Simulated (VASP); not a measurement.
Calculation: PBE GGA with D4 dispersion, VASP's PBE PAW potentials (set 64) (plane waves; VASP 6.6.1).

VASP ran on this input.

KPOINTS:
```
Automatic mesh
0
Gamma
8 8 8
0 0 0
```

**INCAR**
```
! general
SYSTEM   =  ZnTe
PREC     =  Accurate
ENCUT    =  520
LREAL    =  F
LASPH    =  T

! electronic loop
EDIFF    =  1E-7
NELM     =  100
ALGO     =  Normal
LMAXMIX  =  4

! smearing
ISMEAR   =  -5

! functional
GGA      =  PE
IVDW     =  13

! ions
ISIF     =  2

! output
LWAVE    =  F
LCHARG   =  T
LORBIT   =  11
NEDOS    =  601
```

File POSCAR:
```
ZnTe
1
    0.0000000000     3.0447238260     3.0447238260
    3.0447238260    -0.0000000000     3.0447238260
    3.0447238260     3.0447238260    -0.0000000000
Zn Te
1 1
Direct
  1.0000000000   1.0000000000   0.0000000000
  0.2500000000   0.2500000000   0.2500000000
```

POTCAR, in this order: Zn Te (PBE.64 set). Program: vasp_std.

What VASP printed:

**OUTCAR**
```
 ion  position               nearest neighbor table
   1  0.000  0.000  0.000-   2 2.64   2 2.64   2 2.64   2 2.64
   2  0.250  0.250  0.250-   1 2.64   1 2.64   1 2.64   1 2.64
  LATTYP: Found a face centered cubic cell.
 ALAT       =     6.0894476520
 Subroutine PRICEL returns:
 Original cell was already a primitive cell.
 Subroutine GETGRP returns: Found 24 space group operations
The static configuration has the point symmetry T_d .
The dynamic configuration has the point symmetry T_d .
 Subroutine INISYM returns: Found 24 space group operations
 Subroutine IBZKPT returns following result:
 Found     29 irreducible k-points:

 Following reciprocal coordinates:
            Coordinates               Weight
  0.000000  0.000000  0.000000      1.000000
  0.125000  0.000000  0.000000      8.000000
  0.250000  0.000000  0.000000      8.000000
  0.375000  0.000000  0.000000      8.000000
  0.500000  0.000000  0.000000      4.000000
  0.125000  0.125000  0.000000      6.000000
  0.250000  0.125000  0.000000     24.000000
  0.375000  0.125000  0.000000     24.000000
  0.500000  0.125000  0.000000     24.000000
 -0.375000  0.125000  0.000000     24.000000
 -0.250000  0.125000  0.000000     24.000000
 -0.125000  0.125000  0.000000     12.000000
  0.250000  0.250000  0.000000      6.000000
  0.375000  0.250000  0.000000     24.000000
  0.500000  0.250000  0.000000     24.000000
 -0.375000  0.250000  0.000000     24.000000
 -0.250000  0.250000  0.000000     12.000000
  0.375000  0.375000  0.000000      6.000000
  0.500000  0.375000  0.000000     24.000000
 -0.375000  0.375000  0.000000     12.000000
  0.500000  0.500000  0.000000      3.000000
  0.375000  0.250000  0.125000     24.000000
  0.500000  0.250000  0.125000     48.000000
 -0.375000  0.250000  0.125000     24.000000
  0.500000  0.375000  0.125000     24.000000
 -0.375000  0.375000  0.125000     48.000000
 -0.250000  0.375000  0.125000     24.000000
 -0.375000  0.500000  0.125000     12.000000
 -0.250000  0.500000  0.250000      6.000000
   k-points           NKPTS =     29   k-points in BZ     NKDIM =     29   number of bands    NBANDS=     13
   number of dos      NEDOS =    601   number of ions     NIONS =      2
   total plane-waves  NPLWV =  32768
   dimension x,y,z NGX =    32 NGY =   32 NGZ =   32
   dimension x,y,z NGXF=    64 NGYF=   64 NGZF=   64
   ions per type =               1   1
   PREC   = accura    normal or accurate (medium, high low for compatibility)
   ISTART =      0    job   : 0-new  1-cont  2-samecut
   ICHARG =      2    charge: 1-file 2-atom 10-const
   ISPIN  =      1    spin polarized calculation?
   LNONCOLLINEAR =      F non collinear calculations
   LSORBIT =      F    spin-orbit coupling
   INIWAV =      1    electr: 0-lowe 1-rand  2-diag
   ENCUT  =  520.0 eV  38.22 Ry    6.18 a.u.   8.01  8.01  8.01*2*pi/ulx,y,z
   NELM   =    100;   NELMIN=  2; NELMDL= -5     # of ELM steps
   EDIFF  = 0.1E-06   stopping-criterion for ELM
   LREAL  =      F    real-space projection
   NLSPLINE    = F    spline interpolate recip. space projectors
   LMAXMIX     =    4 max onsite mixed and CHGCAR
   VOSKOWN=      0    Vosko Wilk Nusair interpolation
   EDIFFG = 0.1E-05   stopping-criterion for IOM
   NSW    =      0    number of steps for IOM
   NBLOCK =      1;   KBLOCK =      1    inner block; outer block
   IBRION =     -1    ionic relax: 0-MD 1-quasi-New 2-CG
   NFREE  =      0    steps in history (QN), initial steepest desc. (CG)
   ISIF   =      2    stress and relaxation
   ISYM   =      2    0-nonsym 1-usesym 2-fastsym
   TEIN   =    0.0    initial temperature
   TEBEG  =    0.0;   TEEND  =   0.0 temperature during run
   SMASS  =  -3.00    Nose mass-parameter (am)
...
```

OSZICAR:
```
       N       E                     dE             d eps       ncg     rms          rms(c)
DAV:   1     0.782164287357E+02    0.78216E+02   -0.85305E+03   754   0.146E+03
DAV:   2    -0.101254468622E+01   -0.79229E+02   -0.76812E+02   794   0.257E+02
DAV:   3    -0.528429609058E+01   -0.42718E+01   -0.42543E+01   949   0.601E+01
DAV:   4    -0.534432882905E+01   -0.60033E-01   -0.60022E-01   930   0.712E+00
DAV:   5    -0.534536132036E+01   -0.10325E-02   -0.10325E-02   934   0.753E-01    0.489E+00
DAV:   6    -0.518004717322E+01    0.16531E+00   -0.59666E-01   927   0.229E+01    0.381E+00
DAV:   7    -0.516998597825E+01    0.10061E-01   -0.11822E-01   834   0.403E+00    0.153E+00
DAV:   8    -0.516995036012E+01    0.35618E-04   -0.47115E-03   990   0.710E-01    0.391E-01
DAV:   9    -0.517016431163E+01   -0.21395E-03   -0.10454E-03   819   0.351E-01    0.133E-01
DAV:  10    -0.517018349070E+01   -0.19179E-04   -0.80438E-05   935   0.918E-02    0.994E-02
DAV:  11    -0.517024052344E+01   -0.57033E-04   -0.10148E-04   794   0.664E-02    0.481E-02
DAV:  12    -0.517024141993E+01   -0.89649E-06   -0.41200E-06   894   0.243E-02    0.183E-02
DAV:  13    -0.517024163647E+01   -0.21654E-06   -0.28929E-07   825   0.508E-03    0.145E-02
DAV:  14    -0.517024230269E+01   -0.66623E-06   -0.91113E-07   824   0.615E-03    0.144E-03
DAV:  15    -0.517024232176E+01   -0.19070E-07   -0.37208E-08   532   0.171E-03
   1 F= -.58764071E+01 E0= -.58764071E+01  d E =0.000000E+00
```

OUTCAR:
```
------------------------ aborting loop because EDIFF is reached ----------------------------------------
  Edisp (eV):   -0.70616
  FORCE on cell =-STRESS in cart. coord.  units (eV):
  Direction    XX          YY          ZZ          XY          YZ          ZX
  --------------------------------------------------------------------------------------
  Total       0.00435     0.00435     0.00435     0.00000    -0.00000    -0.00000
  in kB       0.12357     0.12357     0.12357     0.00000    -0.00000    -0.00000
  external pressure =        0.12 kB  Pullay stress =        0.00 kB
  volume of cell :       56.45
      direct lattice vectors                 reciprocal lattice vectors
     0.000000000  3.044723826  3.044723826    -0.164218507  0.164218507  0.164218507
     3.044723826  0.000000000  3.044723826     0.164218507 -0.164218507  0.164218507
     3.044723826  3.044723826  0.000000000     0.164218507  0.164218507 -0.164218507
 POSITION                                       TOTAL-FORCE (eV/Angst)
 -----------------------------------------------------------------------------------
      0.00000      0.00000      0.00000         0.000000      0.000000      0.000000
      1.52236      1.52236      1.52236        -0.000000     -0.000000     -0.000000
 -----------------------------------------------------------------------------------
    total drift:                               -0.000000     -0.000000     -0.000000
  FREE ENERGIE OF THE ION-ELECTRON SYSTEM (eV)
  ---------------------------------------------------
  free  energy   TOTEN  =        -5.8764070989 eV

  energy  without entropy=       -5.8764070989  energy(sigma->0) =       -5.87640710

 total charge

# of ion       s       p       d       tot
------------------------------------------
    1        0.557   0.435   9.760  10.752
    2        1.345   2.079   0.029   3.453
--------------------------------------------------
tot          1.902   2.514   9.788  14.204
```
(Selected blocks of OUTCAR.)

The compound is ZnTe in the zinc blende structure. It was relaxed first.
